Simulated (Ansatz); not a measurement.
What moves the pressure of BN?

```
CELL_PARAMETERS angstrom
0.00000 1.80750 1.80750
1.80750 0.00000 1.80750
1.80750 1.80750 0.00000
ATOMIC_POSITIONS crystal
B 0.00000 0.00000 0.00000
N 0.75000 0.75000 0.75000
```

Atoms are numbered in the order listed.

The cell is COD entry 9008834, as deposited and not checked against the literature; nothing was relaxed.

Method: Ansatz 0.2.0, DFT, PBE, all-electron LAPW, scalar-relativistic.

Numerical set-up: a Γ-centred 13×13×13 k mesh, Fermi–Dirac smearing of 0.03 eV, basis error target 1 meV/atom, no spin polarisation.

In this reference run the pressure is 3.0 GPa (positive in compression). Each change below is made alone, on the same k mesh, with fractional coordinates held unless an atom is moved; x, y and z are the Cartesian axes.

Task: Order the changes by the shift of the pressure, most negative first.
A. equal xy, yz and zx engineering shear strains of +3 %
B. x and y strained by +2 %, z held
C. z strained by -3 % at fixed volume
D. atom 2 (N) moved by (0.0300, 0.0000, 0.0000) Å
E. volume scaled by 1.01
F. volume scaled by 1.02

Result: B (-14.1 GPa), F (-7.3 GPa), E (-3.7 GPa), C (0.0 GPa), D (+0.3 GPa), A (+1.2 GPa).
